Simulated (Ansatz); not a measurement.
**33S nuclear quadrupole resonance in FeS2**

Cell: a refined structure from the COD, ions relaxed with PBE at fixed cell.

Space group Pa-3 (No. 205); a = 5.4178 Å.

```csv
site,Wyckoff,site symmetry,x,y,z
Fe,4a,.-3.,0.0000,0.0000,0.0000
S,8c,.3.,0.3828,0.3828,0.3828
```

One atom of each set is listed.

Level of theory: DFT, PBE, plane waves and PAW, scalar-relativistic, collinear spin, 420 eV cutoff, Γ-centred 8×8×8 k-points, Fermi–Dirac smearing 0.05 eV (Ansatz 0.2.0). Start moments as typed (μB): 3 on each Fe, none on the rest.

33S: I = 3/2, Q = -69.40 mb (year-2017 value). Static lattice, zero field.

Q: Predict the zero-field 33S lines of each site.

A: For I = 3/2 there is one line, ν = (|C_Q|/2)(1 + η²/3)^½.

| site | atoms | V_zz (10²¹ V/m²) | C_Q (MHz) | η | line frequencies (MHz) |
| --- | --- | --- | --- | --- | --- |
| S | 8 | 14.26 | -23.9 | 0.00 | 12.0 |

An axis of threefold or higher order runs through S, so V_zz lies along it and η is zero. The structure holds S–S bonds (2.20 Å).

With a gap of 0.4 eV on this mesh, the gradients can still move by some per cent as the k-mesh gets denser. The start moments die out, and the run ends without spin.
